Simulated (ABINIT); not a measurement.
# SiC (Moissanite) (P6_3mc) in ABINIT: notebook, part 2 of 2

ABINIT 10.8.3 (patched build). The steps go on from the part before.

### Step 3. Relaxation of cell and atoms, BP86

File run.abi:

```
# Pseudopotentials
pp_dirpath "./"
pseudos "Si.GGA_PBE-JTH.xml, C.GGA_PBE-JTH.xml"

# Structure
acell 5.8127975593 5.8127975593 9.5393374771
rprim
     1.0000000000     0.0000000000     0.0000000000
    -0.5000000000     0.8660254038     0.0000000000
     0.0000000000     0.0000000000     1.0000000000
ntypat 2
znucl 14 6
natom 4
typat 1 1 2 2
xred
     0.6666666667     0.3333333333     0.5000000000
     0.3333333333     0.6666666667     0.0000000000
     0.6666666667     0.3333333333     0.8850000000
     0.3333333333     0.6666666667     0.3850000000
chkprim 0
chksymtnons 0
tolsym 1.0e-6

# Plane-wave basis
ecut 19.0
pawecutdg 38.0
pawxcdev 0
pawovlp -1

# k points
kptopt 1
ngkpt 10 10 5
nshiftk 1
shiftk 0.0 0.0 0.0

# Exchange and correlation
ixc -106132

# Bands and occupations
nband 12
occopt 3
tsmear 0.05 eV

# SCF cycle
nstep 100
tolvrs 1.0e-9

# Output
iomode 3
prtwf 0
prtden 0
prteig 0
prtebands 0
enunit 1

# Relaxation
ionmov 2
ntime 60
tolmxf 0.0001
optcell 2
dilatmx 1.08
ecutsm 0.5
```

Potentials or basis: JTH PAW PBE v2.0.

On the command line:

```sh
$ abinit run.abi > log 2>&1
```

run.abo:

```text
.Version 10.8.3 of ABINIT
 Symmetries : space group P6_3 m c (#186); Bravais hP (primitive hexag.)
================================================================================
 Values of the parameters that define the memory need of the present run
     intxc =       0    ionmov =       2      iscf =      17    lmnmax =       8
     lnmax =       4     mgfft =      45  mpssoang =       2    mqgrid =    3001
     natom =       4  nloc_mem =       2    nspden =       1   nspinor =       1
    nsppol =       1      nsym =      12    n1xccc =       1    ntypat =       2
    occopt =       3   xclevel =       2
       mpw =        1410          nfft =       32805          nkpt =          42
 PAW method is used; the additional fine FFT grid is defined by:
   mgfftf=        60    nfftf =     77760
================================================================================
================================================================================

--------------------------------------------------------------------------------
------------- Echo of variables that govern the present computation ------------
--------------------------------------------------------------------------------
 -outvars: echo values of preprocessed input variables --------
            acell      5.8127975593E+00  5.8127975593E+00  9.5393374771E+00 Bohr
              amu      2.80855000E+01  1.20110000E+01
          chkprim           0
      chksymtnons           0
          dilatmx      1.08000000E+00
             ecut      1.90000000E+01 Hartree
           ecutsm      5.00000000E-01 Hartree
           enunit           1
           ionmov           2
              ixc     -106132
         kptrlatt       10    0    0      0   10    0      0    0    5
          kptrlen      4.76966874E+01
            natom           4
            nband          12
            ngfft          27      27      45
          ngfftdg          36      36      60
             nkpt          42
            nstep         100
             nsym          12
            ntime          60
           ntypat           2
           occopt           3
          optcell           2
        pawecutdg      3.80000000E+01 Hartree
          pawovlp     -1.0000000000E+00
         pawxcdev           0
           prtden           0
        prtebands           0
           prteig           0
            prtwf           0
            rprim      1.0000000000E+00  0.0000000000E+00  0.0000000000E+00
                      -5.0000000000E-01  8.6602540380E-01  0.0000000000E+00
                       0.0000000000E+00  0.0000000000E+00  1.0000000000E+00
          spgroup         186
           tolmxf      1.00000000E-04
           tolsym      1.00000000E-06
           tolvrs      1.00000000E-09
           tsmear      1.83746611E-03 Hartree
            typat      1  1  2  2
           useylm           1
           xangst      1.5379999989E+00  8.8796471342E-01  2.5239999983E+00
                      -2.2766973476E-16  1.7759294268E+00  0.0000000000E+00
                       1.5379999989E+00  8.8796471342E-01  4.4674799970E+00
                      -2.2766973476E-16  1.7759294268E+00  1.9434799987E+00
            xcart      2.9063987796E+00  1.6780101178E+00  4.7696687386E+00
                      -4.3023344585E-16  3.3560202357E+00  0.0000000000E+00
                       2.9063987796E+00  1.6780101178E+00  8.4423136672E+00
                      -4.3023344585E-16  3.3560202357E+00  3.6726449287E+00
             xred      6.6666666667E-01  3.3333333333E-01  5.0000000000E-01
                       3.3333333333E-01  6.6666666667E-01  0.0000000000E+00
                       6.6666666667E-01  3.3333333333E-01  8.8500000000E-01
                       3.3333333333E-01  6.6666666667E-01  3.8500000000E-01
            znucl       14.00000    6.00000

================================================================================
[... 737 lines left out ...]
       0.666666666667      0.333333333333      0.880383394372
       0.333333333333      0.666666666667      0.380383394372
 rms dE/dt=  4.3091E-04; max dE/dt=  1.0101E-03; dE/dt below (all hartree)
    1       0.000000000000      0.000000000000      0.001010050043
    2       0.000000000000      0.000000000000      0.001010050043
    3       0.000000000000      0.000000000000     -0.000306437817
    4       0.000000000000      0.000000000000     -0.000306437817

 cartesian coordinates (angstrom) at end:
    1      1.54778868305845     0.89361621282851     2.56435148634048
    2      0.00000000000000     1.78723242565702     0.02346058249608
    3      1.54778868305845     0.89361621282851     4.47391631730849
    4      0.00000000000000     1.78723242565702     1.93302541346410

 cartesian forces (hartree/bohr) at end:
    1      0.00000000000000     0.00000000000000    -0.00006854440036
    2      0.00000000000000     0.00000000000000    -0.00006854440036
    3     -0.00000000000000    -0.00000000000000     0.00006854440036
    4      0.00000000000000     0.00000000000000     0.00006854440036
 frms,max,avg= 3.9574128E-05 6.8544400E-05   0.000E+00  0.000E+00 -3.663E-05 h/b

 cartesian forces (eV/Angstrom) at end:
    1      0.00000000000000     0.00000000000000    -0.00352469478261
    2      0.00000000000000     0.00000000000000    -0.00352469478261
    3     -0.00000000000000    -0.00000000000000     0.00352469478261
    4      0.00000000000000     0.00000000000000     0.00352469478261
 frms,max,avg= 2.0349835E-03 3.5246948E-03   0.000E+00  0.000E+00 -1.884E-03 e/A
 length scales=  5.849793423520  5.849793423599  9.603175848152 bohr
              =  3.095577366117  3.095577366159  5.081781807689 angstroms
 Fermi (or HOMO) energy (eV) =   8.90975   Average Vxc (eV)= -11.34895
 Eigenvalues (   eV  ) for nkpt=  42  k points:
 kpt#   1, nband= 12, wtk=  0.00200, kpt=  0.0000  0.0000  0.0000 (reduced coord)
  -7.77762   -4.30327   -0.93183    6.32980    6.32980    7.53175    7.64634    7.64634
  12.29169   13.61554   14.19050   14.19050
 prteigrs : prtvol=0 or 1, do not print more k-points.

--- !EnergyTerms
iteration_state     : {dtset: 1, itime: 6, icycle: 1, }
comment             : Components of total free energy in Hartree
kinetic             :  1.01023481260541E+01
hartree             :  2.41532613913605E+00
xc                  : -9.32615038162769E+00
Ewald energy        : -2.07698865818915E+01
psp_core            :  1.02394659406507E+00
local_psp           : -8.23212629103338E+00
PAW spherical_terms :  5.31239111552203E+00
internal            : -1.94741512797754E+01
'-kT*entropy'       : -1.44943271213527E-14
total_energy        : -1.94741512797754E+01
total_energy_eV     : -5.29918652286634E+02
...

--- !EnergyTermsDC
iteration_state     : {dtset: 1, itime: 6, icycle: 1, }
comment             : '"Double-counting" decomposition of free energy'
band_energy         :  9.71623140338052E-01
Ewald energy        : -2.07698865818915E+01
psp_core            :  1.02394659406507E+00
xc_dc               : -3.61832734463078E+00
PAW spherical_terms :  2.91849143855066E+00
internal            : -1.94741527535685E+01
'-kT*entropy'       : -1.44943271213527E-14
total_energy_dc     : -1.94741527535686E+01
total_energy_dc_eV  : -5.29918692390588E+02
...

--- !EnergyTermsWithPAWCore
iteration_state     : {dtset: 1, itime: 6, icycle: 1, }
comment             : 'Components of total free energy, including PAW core contributions'
Total energy        : -6.56737130025411E+02
Total energy DC     : -6.56737131499205E+02
Total energy (eV)   : -1.78707277071985E+04
Total energy DC (eV): -1.78707277473025E+04
...

 rms coord change=  2.6654E-03   atom, delta coord (reduced):
     1        0.000000000000      0.000000000000      0.004616605628
     2        0.000000000000      0.000000000000      0.004616605628
     3        0.000000000000      0.000000000000     -0.004616605628
     4        0.000000000000      0.000000000000     -0.004616605628

 Cartesian components of stress tensor (hartree/bohr^3)
  sigma(1 1)=  7.30803942E-07  sigma(3 2)=  0.00000000E+00
  sigma(2 2)=  7.30803813E-07  sigma(3 1)=  0.00000000E+00
  sigma(3 3)= -8.92789432E-07  sigma(2 1)=  0.00000000E+00

-Cartesian components of stress tensor (GPa)         [Pressure= -5.5784E-03 GPa]
- sigma(1 1)=  2.15009943E-02  sigma(3 2)=  0.00000000E+00
- sigma(2 2)=  2.15009905E-02  sigma(3 1)=  0.00000000E+00
- sigma(3 3)= -2.62667720E-02  sigma(2 1)=  0.00000000E+00

== END DATASET(S) ==============================================================
================================================================================

 -outvars: echo values of variables after computation  --------
            acell      5.8497934235E+00  5.8497934236E+00  9.6031758482E+00 Bohr
           etotal     -1.9474152754E+01
            fcart      9.2059497771E-29  5.3150575818E-29 -6.8544400356E-05
                       9.2059497771E-29  5.3150575818E-29 -6.8544400356E-05
                      -2.7617849331E-28 -1.5945172746E-28  6.8544400356E-05
                       9.2059497771E-29  5.3150575818E-29  6.8544400356E-05
            rprim      1.0000000000E+00  0.0000000000E+00  0.0000000000E+00
                      -4.9999999999E-01  8.6602540379E-01  0.0000000000E+00
                       0.0000000000E+00  0.0000000000E+00  1.0000000000E+00
           strten      7.3080394226E-07  7.3080381293E-07 -8.9278943220E-07
                       0.0000000000E+00  0.0000000000E+00  0.0000000000E+00
           xangst      1.5477886831E+00  8.9361621283E-01  2.5643514863E+00
                       2.4088502751E-16  1.7872324257E+00  2.3460582496E-02
                       1.5477886831E+00  8.9361621283E-01  4.4739163173E+00
                       2.4088502751E-16  1.7872324257E+00  1.9330254135E+00
             xred      6.6666666667E-01  3.3333333333E-01  5.0461660563E-01
                       3.3333333333E-01  6.6666666667E-01  4.6166056285E-03
                       6.6666666667E-01  3.3333333333E-01  8.8038339437E-01
                       3.3333333333E-01  6.6666666667E-01  3.8038339437E-01
 Calculation completed.
```

It took 2 min on 1 thread of Arm Neoverse V2, shared host; peak memory 0.12 GiB.

What came out:

* Free energy: -529.9187 eV
* Relaxed volume: 10.54 Å³/atom
* Relaxed cell: a = 3.096 Å, b = 3.096 Å, c = 5.082 Å, α = 90.00°, β = 90.00°, γ = 120.00°
* Space group after relaxing (to 0.05 Å): P6_3mc (No. 186)
* Energy gained by relaxing: 11.9 meV/atom
* Ionic steps: 6
* Pressure after relaxing: 0.0 GPa
* Largest force after relaxing: 0.004 eV/Å
* Band gap on the k mesh: 2.54 eV, indirect (least direct gap 4.00 eV)
* Valence electrons inside the program's atomic spheres: Si 1.66; C 2.58

Forces on the atoms (eV/Å):
```
Si   0.000  0.000 -0.004
Si   0.000  0.000 -0.004
C    0.000  0.000  0.004
C    0.000  0.000  0.004
```

Step by step:
```
step  energy change (eV)  largest force (eV/Å)  pressure (GPa)  volume (Å³)
   1              0.0000                0.7527            4.47        41.36
   2             -0.0315                0.4720            1.27        41.93
   3             -0.0446                0.1376           -0.70        42.31
   4             -0.0466                0.0401           -0.61        42.29
   5             -0.0477                0.0133           -0.13        42.20
   6             -0.0477                0.0035           -0.01        42.17
```

Final structure:
```xyz
4
Lattice="3.0956 0.0000 0.0000 -1.5478 2.6808 0.0000 0.0000 0.0000 5.0818" Properties=species:S:1:pos:R:3 pbc="T T T"
Si    1.5478    0.8936    2.5644
Si    0.0000    1.7872    0.0235
C     1.5478    0.8936    4.4739
C     0.0000    1.7872    1.9330
```

Levels at points of the mesh, in eV from the valence-band top:
```tsv
k point	band 6	band 7	band 8	band 9	band 10	band 11
(0.00, 0.00, 0.00)	-0.11	0.00	0.00	4.65	5.97	6.54
(0.50, 0.00, 0.00)	-3.29	-3.22	-1.20	2.80	4.28	6.73
```

Caveat: the PAW data sets were made with another functional, which shifts forces and pressure a little; an odd mesh through Γ misses points on the zone boundary, where band edges often lie.
